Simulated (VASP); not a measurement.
# PbSe (Pm-3m) in VASP: a series of runs

The runs below take PbSe through single point, with PBEsol.

All numbers are computed with VASP 6.6.1; they aren't measurements. Logs are shortened: lines on timing, memory, paths and dates and some standing lists are left out, and cuts for length are marked.

## Step 1: The structure

Symmetry: Pm-3m, No. 221, cubic system. Conventional cell: a = 3.784 Å, b = 3.784 Å, c = 3.784 Å, α = 90.00°, β = 90.00°, γ = 90.00°. Pb (site symmetry m-3m) has 8 Se at 3.28 Å as nearest neighbours. Se (site symmetry m-3m) is surrounded by 8 Pb at 3.28 Å.

Measurements of this composition are mostly on another form, of space group No. 225.

## Step 2: Single point, PBEsol

Input file INCAR:

```
SYSTEM = PbSe
  ADDGRID = .False.
  ALGO = Normal
  EDIFF = 1E-6
  ENCUT = 460
  GGA = PS
  ISIF = 2
  ISMEAR = 0
  LASPH = .True.
  LCHARG = .False.
  LREAL = Auto
  LWAVE = .False.
  NELM = 100
  PREC = Accurate
  SIGMA = 0.05
```

Input file KPOINTS:

```
k-points
0
Gamma
  5 5 5
  0 0 0
```

Input file POSCAR:

```
PbSe
1.0
    3.7843220000      0.0000000000      0.0000000000
    0.0000000000      3.7843220000      0.0000000000
    0.0000000000      0.0000000000      3.7843220000
Pb Se
1 1
Direct
    0.0000000000      0.0000000000      0.0000000000
    0.5000000000      0.5000000000      0.5000000000
```

Potentials or basis: VASP PAW PBE potentials, release 64 (Pb_d, Se).

Started as:

```console
$ cat potpaw_PBE.64/Pb_d/POTCAR potpaw_PBE.64/Se/POTCAR > POTCAR
$ mpirun -np 1 vasp_std > vasp.out
```

OUTCAR:

```text
SYSTEM = PbSe
   EDIFF = 1E-6
   ENCUT = 460
   GGA = PS
   ISIF = 2
   ISMEAR = 0
   LASPH = .True.
   LREAL = Auto
   NELM = 100
   PREC = Accurate

 Found     10 irreducible k-points:

 Following reciprocal coordinates:
            Coordinates               Weight
  0.000000  0.000000  0.000000      1.000000
  0.200000  0.000000  0.000000      6.000000
  0.400000  0.000000  0.000000      6.000000
  0.200000  0.200000  0.000000     12.000000
  0.400000  0.200000  0.000000     24.000000
  0.400000  0.400000  0.000000     12.000000
   k-points           NKPTS =     10   k-points in BZ     NKDIM =     10   number of bands    NBANDS=     14
   number of dos      NEDOS =    301   number of ions     NIONS =      2
   total plane-waves  NPLWV =  21952
   dimension x,y,z NGX =    28 NGY =   28 NGZ =   28
   dimension x,y,z NGXF=    56 NGYF=   56 NGZF=   56
   ions per type =               1   1
   NGX,Y,Z   is equivalent  to a cutoff of  12.30, 12.30, 12.30 a.u.
   NGXF,Y,Z  is equivalent  to a cutoff of  24.60, 24.60, 24.60 a.u.
 SYSTEM =  PbSe
   PREC   = accura    normal or accurate (medium, high low for compatibility)
   ISTART =      0    job   : 0-new  1-cont  2-samecut
   ICHARG =      2    charge: 1-file 2-atom 10-const
   ISPIN  =      1    spin polarized calculation?
   LNONCOLLINEAR =      F non collinear calculations
   LSORBIT =      F    spin-orbit coupling
   LASPH  =      T    aspherical Exc in radial PAW
   ENCUT  =  460.0 eV  33.81 Ry    5.81 a.u.   6.62  6.62  6.62*2*pi/ulx,y,z
   NELM   =    100;   NELMIN=  2; NELMDL= -5     # of ELM steps
   EDIFF  = 0.1E-05   stopping-criterion for ELM
   LREAL  =      T    real-space projection
   EDIFFG = 0.1E-04   stopping-criterion for IOM
   NSW    =      0    number of steps for IOM
   IBRION =     -1    ionic relax: 0-MD 1-quasi-New 2-CG
   NFREE  =      0    steps in history (QN), initial steepest desc. (CG)
   ISIF   =      2    stress and relaxation
   ISYM   =      2    0-nonsym 1-usesym 2-fastsym
   POTIM  = 0.5000    time-step for ionic-motion
   TEBEG  =    0.0;   TEEND  =   0.0 temperature during run
   PSTRESS=    0.0 pullay stress
   NELECT =      20.0000    total number of electrons
   NUPDOWN=      -1.0000    fix difference up-down
   EMIN   =  10.00;   EMAX   =-10.00  energy-range for DOS
   EFERMI =   0.00;   METHOD = LEGACY
   ISMEAR =     0;   SIGMA  =   0.05  broadening in eV -4-tet -1-fermi 0-gaus
   EFERMI_NEDOS =   21; number of points for ismear=-14 and -15
   IALGO  =     38    algorithm
   IMIX   =      4    mixing-type and parameters
     AMIX     =   0.40;   BMIX     =  1.00
     AMIX_MAG =   1.60;   BMIX_MAG =  1.00
  volume/ion in A,a.u.               =      27.10       182.87
  Fermi-wavevector in a.u.,A,eV,Ry     =   1.174258  2.219025 18.760817  1.378881
  Thomas-Fermi vector in A             =   2.310658
   LORBIT       =      0    0 simple, 1 ext, 2 COOP (PROOUT), +10 PAW based schemes
   GGA     = PS    functional components
   LHFCALC =     F    Hartree Fock is set to
   AEXX    =    0.0000 exact exchange contribution
   IVDW    =     0    specifies the selected vdW correction
   LEPSILON=     F    determine dielectric tensor
   LRPA    =     F    only Hartree local field effects (RPA)
 non-spin polarized calculation
 Gauss-broadening in eV      SIGMA  =   0.05
  energy-cutoff  :      460.00
  volume of cell :       54.20
 maximum number of plane-waves:      1233
 NGX is ok and might be reduce to    28
   NGX = 13   NGY = 13   NGZ = 13

 number of electron      20.0000009 magnetization

 Free energy of the ion-electron system (eV)
  ---------------------------------------------------
  ext. energy  EPLUGINS =         0.00000000
  ---------------------------------------------------
  free energy    TOTEN  =        -8.44862429 eV

  energy without entropy =       -8.44809186  energy(sigma->0) =       -8.44835807

 E-fermi :   5.2557     XC(G=0): -10.1158

 val. band max:        5.1791480418   @ k =   0.4000   0.4000   0.0000
 cond. band min:       5.3361146485   @ k =   0.4000   0.4000   0.4000
 fundamental gap:      0.1569666068
 Fermi energy:         5.2556659893

 k-point     1 :       0.0000    0.0000    0.0000
  band No.  band energies     occupation
      1     -11.7046      2.00000
      2     -11.7046      2.00000
      3     -11.5525      2.00000
      4     -11.5525      2.00000
      5     -11.5525      2.00000
      6      -7.9881      2.00000
      7      -1.8999      2.00000
      8       3.7299      2.00000
      9       3.7299      2.00000
     10       3.7299      2.00000
     11      10.2425      0.00000
     12      10.2425      0.00000
     13      11.2262      0.00000
     14      11.2262      0.00000

 k-point     2 :       0.2000    0.0000    0.0000
  band No.  band energies     occupation
      1     -11.7022      2.00000
      2     -11.6642      2.00000
      3     -11.5674      2.00000
      4     -11.5674      2.00000
      5     -11.5512      2.00000
      6      -7.6994      2.00000
      7      -2.4661      2.00000
      8       3.6215      2.00000
      9       4.0670      2.00000
     10       4.0670      2.00000
     11       8.8052      0.00000
     12      10.3408      0.00000
     13      10.3408      0.00000
     14      10.5510      0.00000
[... 37 lines left out ...]
      1     -11.6718      2.00000
      2     -11.6216      2.00000
      3     -11.5886      2.00000
      4     -11.5806      2.00000
      5     -11.5625      2.00000
      6      -6.8349      2.00000
      7      -3.2932      2.00000
      8       2.3735      2.00000
      9       4.0148      2.00000
     10       4.9433      2.00000
     11       7.0143      0.00000
     12       9.1372      0.00000
     13       9.1422      0.00000
     14      12.5848      0.00000

 k-point     6 :       0.4000    0.4000    0.0000
  band No.  band energies     occupation
      1     -11.6688      2.00000
      2     -11.6465      2.00000
      3     -11.5846      2.00000
      4     -11.5837      2.00000
      5     -11.5327      2.00000
      6      -6.4125      2.00000
      7      -2.6949      2.00000
      8       1.0375      2.00000
      9       1.8434      2.00000
     10       5.1791      1.96956
     11       8.4381      0.00000
     12       9.4023      0.00000
     13       9.7653      0.00000
     14      12.5062      0.00000

 [... further k-points ...]

------------------------ aborting loop because EDIFF is reached ----------------------------------------

  FORCE on cell =-STRESS in cart. coord.  units (eV):
  Direction    XX          YY          ZZ          XY          YZ          ZX
  --------------------------------------------------------------------------------------
  -------------------------------------------------------------------------------------
  Total       -0.9293966     -0.9293966     -0.9293966     -0.0000000      0.0000000     -0.0000000
  in kB      -27.4756149    -27.4756149    -27.4756149     -0.0000000      0.0000000     -0.0000000
  external PRESSURE =     -27.4756149 kB  Pullay stress =       0.0000000 kB

 VOLUME and BASIS-vectors are now :
 -----------------------------------------------------------------------------
  energy-cutoff  :      460.00
  volume of cell :       54.20
      direct lattice vectors                 reciprocal lattice vectors
     3.784322000  0.000000000  0.000000000     0.264248127  0.000000000  0.000000000
     0.000000000  3.784322000  0.000000000     0.000000000  0.264248127  0.000000000
     0.000000000  0.000000000  3.784322000     0.000000000  0.000000000  0.264248127

 POSITION                                       TOTAL-FORCE (eV/Angst)
 -----------------------------------------------------------------------------------
      0.00000      0.00000      0.00000         0.000000      0.000000      0.000000
      1.89216      1.89216      1.89216         0.000000      0.000000      0.000000
 -----------------------------------------------------------------------------------
    total drift:                               -0.000000      0.000000      0.000000

  FREE ENERGIE OF THE ION-ELECTRON SYSTEM (eV)
  ---------------------------------------------------
  free  energy   TOTEN  =        -8.4486242857 eV

  energy  without entropy=       -8.4480918612  energy(sigma->0) =       -8.44835807
```

OSZICAR:

```text
N       E                     dE             d eps       ncg     rms          rms(c)
DAV:   1     0.148924693117E+03    0.14892E+03   -0.93613E+03   280   0.138E+03
DAV:   2     0.288317590559E+01   -0.14604E+03   -0.14244E+03   286   0.333E+02
DAV:   3    -0.863992765059E+01   -0.11523E+02   -0.11236E+02   382   0.983E+01
DAV:   4    -0.887298382744E+01   -0.23306E+00   -0.23299E+00   292   0.173E+01
DAV:   5    -0.888060014154E+01   -0.76163E-02   -0.76161E-02   372   0.308E+00    0.277E+00
DAV:   6    -0.846418251981E+01    0.41642E+00   -0.11105E+00   382   0.848E+00    0.152E+00
DAV:   7    -0.845113644442E+01    0.13046E-01   -0.14003E-01   322   0.211E+00    0.785E-01
DAV:   8    -0.844956178168E+01    0.15747E-02   -0.17983E-02   328   0.152E+00    0.125E-01
DAV:   9    -0.844874709609E+01    0.81469E-03   -0.79493E-03   392   0.701E-01    0.760E-02
DAV:  10    -0.844863039824E+01    0.11670E-03   -0.11203E-03   362   0.234E-01    0.212E-02
DAV:  11    -0.844862693567E+01    0.34626E-05   -0.13135E-04   346   0.823E-02    0.101E-02
DAV:  12    -0.844862439999E+01    0.25357E-05   -0.14225E-05   352   0.470E-02    0.237E-03
DAV:  13    -0.844862428567E+01    0.11432E-06   -0.16212E-06   198   0.801E-03
   1 F= -.84486243E+01 E0= -.84483581E+01  d E =-.532424E-03
```

stdout:

```text
POSCAR found type information on POSCAR PbSe
 POSCAR found :  2 types and       2 ions
 scaLAPACK will be used
 -----------------------------------------------------------------------------
|                                                                             |
|                                                                             |
|     You have a (more or less) 'small supercell' and for smaller cells       |
|     it is recommended to use the reciprocal-space projection scheme!        |
|     The real-space optimization is not efficient for small cells and it     |
|     is also less accurate ...                                               |
|     Therefore, set LREAL=.FALSE. in the INCAR file.                         |
|                                                                             |
 -----------------------------------------------------------------------------

 -----------------------------------------------------------------------------
|                                                                             |
|                                                                             |
|     You enforced a specific xc type in the INCAR file but a different       |
|     I HOPE YOU KNOW WHAT YOU ARE DOING!                                     |
|                                                                             |
 -----------------------------------------------------------------------------

 LDA part: xc-table for (Slater+PW92), standard interpolation
 POSCAR, INCAR and KPOINTS ok, starting setup
 FFT: planning ... GRIDC
 FFT: planning ... GRID_SOFT
 FFT: planning ... GRID
 WAVECAR not read
 entering main loop
```

It took 11 s on 1 thread of Intel Xeon Platinum 8488C (Sapphire Rapids), shared host; peak memory 0.15 GiB.

These settings aren't checked as converged: the numbers below hold their error.

Results:

```
Free energy            : -8.4486 eV
Pressure               : -2.7 GPa
Band gap on the k mesh : 0.16 eV, indirect (least direct gap 1.33 eV)
```

Caveat: the PAW data sets were made with another functional, which shifts forces and pressure a little; spin-orbit coupling is left out, which as a rule narrows the gap of such compounds by several tenths of an eV; an odd mesh through Γ misses points on the zone boundary, where band edges often lie.

## Step 3: Single point, PBEsol

INCAR is that of step 2.

KPOINTS is that of step 2.

Input file POSCAR:

```
PbSe
1.0
    3.7843220000      0.0000000000      0.0000000000
    0.0000000000      3.7843220000      0.0000000000
    0.0000000000      0.0000000000      3.7843220000
Pb Se
1 1
Direct
    0.0499830000      0.0304240000      0.0268320000
    0.4857650000      0.4915870000      0.4882140000
```

Potentials or basis: VASP PAW PBE potentials, release 64 (Pb_d, Se).

Started as:

```console
$ cat potpaw_PBE.64/Pb_d/POTCAR potpaw_PBE.64/Se/POTCAR > POTCAR
$ mpirun -np 1 vasp_std > vasp.out
```

Run time: 45 s. Hardware: 1 thread of Intel Xeon Platinum 8488C (Sapphire Rapids), shared host; peak memory 0.16 GiB.

The run converged, but some of its settings lie outside the range that counts as converged, so its numbers aren't taken as properties of the crystal.

What came out:

- Free energy: -8.4972 eV
- Pressure: -1.5 GPa
- Largest force: 0.203 eV/Å
- Band gap on the k mesh: 0.21 eV, indirect (least direct gap 1.55 eV)

Caveat: the PAW data sets were made with another functional, which shifts forces and pressure a little; spin-orbit coupling is left out, which as a rule narrows the gap of such compounds by several tenths of an eV; an odd mesh through Γ misses points on the zone boundary, where band edges often lie.

## Step 4: Single point, PBEsol

Changes to INCAR since step 3:

```diff
@@ -3,3 +3,3 @@
   ALGO = Normal
-  EDIFF = 1E-6
+  EDIFF = 0.01
   ENCUT = 460
@@ -10,3 +10,3 @@
   LCHARG = .False.
-  LREAL = Auto
+  LREAL = .False.
   LWAVE = .False.
```

KPOINTS is that of step 3.

Input file POSCAR:

```
PbSe
1.0
    3.7843220000      0.0000000000      0.0000000000
    0.0000000000      3.7843220000      0.0000000000
    0.0000000000      0.0000000000      3.7843220000
Pb Se
1 1
Direct
    0.0000000000      0.0000000000      0.0000000000
    0.5000000000      0.5000000000      0.5000000000
```

Started as:

```console
$ cat potpaw_PBE.64/Pb_d/POTCAR potpaw_PBE.64/Se/POTCAR > POTCAR
$ mpirun -np 1 vasp_std > vasp.out
```

It took 5.4 s on 1 thread of Intel Xeon Platinum 8488C (Sapphire Rapids), shared host; peak memory 0.15 GiB.

The run converged, but some of its settings lie outside the range that counts as converged, so its numbers aren't taken as properties of the crystal.

What came out:

| Item | Value |
| --- | --- |
| Free energy | -8.4488 eV |
| Pressure | -3.5 GPa |
| Band gap on the k mesh | 0.20 eV, indirect (least direct gap 1.36 eV) |

Caveat: the PAW data sets were made with another functional, which shifts forces and pressure a little; spin-orbit coupling is left out, which as a rule narrows the gap of such compounds by several tenths of an eV; an odd mesh through Γ misses points on the zone boundary, where band edges often lie.

## Step 5: The reference run

An earlier run on the cell as given: functional PBE; potentials or basis VASP PAW PBE potentials, release 64 (Pb_d, Se); cutoff 520 eV; k mesh 7 × 7 × 7; occupations fermi-dirac, width 0.05 eV; no spin polarisation.

* Pressure: -0.2 GPa
* Band gap on the k mesh: none (metal or under the smearing width)
